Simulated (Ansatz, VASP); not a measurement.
## As in VASP and in Ansatz

The input INCAR:

```
PREC = Accurate
ENCUT = 520
EDIFF = 1E-7
ISMEAR = -1
SIGMA = 0.05
LREAL = F
LASPH = T
NELM = 100
ALGO = Normal
ISIF = 2
LWAVE = F
LCHARG = F
GGA = PE
NBANDS = 12
```

KPOINTS

```
regular mesh
0
Gamma
  9 9 9
```

Contents of POSCAR:

```
As
1.0
    1.8807968987      1.0858785957      3.5140619945
   -1.8807968987      1.0858785957      3.5140619945
    0.0000000000     -2.1717571915      3.5140619945
As
2
Direct
    0.2260000000      0.2260000000      0.2260000000
    0.7740000000      0.7740000000      0.7740000000
```

The input input.yaml:

```yaml
crystal:
  lattice:
    - [1.8807968987, 1.0858785957, 3.5140619945]
    - [-1.8807968987, 1.0858785957, 3.5140619945]
    - [0.0, -2.1717571915, 3.5140619945]
  atoms:
    - { symbol: As, position: [0.226, 0.226, 0.226] }
    - { symbol: As, position: [0.774, 0.774, 0.774] }
kpoints:
  mp_grid: { grid: [9, 9, 9] }
scf:
  occupations: { method: fermi_dirac, width: 0.05 }
hamiltonian:
  xc: pbe
  pseudopotentials: { kind: all_electron, lapw: { basis_error: 0.001 } }
output:
  forces: true
  stress: true
  eigenvalues: true
  populations: true
```

Alike in both runs: task single point; functional PBE; k mesh 9 × 9 × 9; occupations fermi-dirac, width 0.05 eV; no spin polarisation.

|  | VASP | Ansatz |
| --- | --- | --- |
| version | VASP 6.6.1 | Ansatz 0.2.0 |
| potentials or method | VASP PAW PBE potentials, release 64 (As) | all-electron LAPW, scalar-relativistic |
| plane-wave cutoff (eV) | 520 | see its input |

VASP gave:

- gap on the k mesh at the Fermi level (eV): none
- pressure (GPa): 4.0
- largest component of the traceless stress (GPa): 0.52
- rms of the force components (eV/Å): 0.282

Problem. What did Ansatz give for the same quantities?

Solution. gap on the k mesh at the Fermi level (eV): none; pressure (GPa): 3.7; largest component of the traceless stress (GPa): 0.41; rms of the force components (eV/Å): 0.246.

Atom by atom the forces differ by 0.036 eV/Å (rms over components). A gap of «none» marks a metal or a gap that the smearing closes. Ansatz ran all-electron here, so the differences hold the error of VASP's frozen core and of both bases.
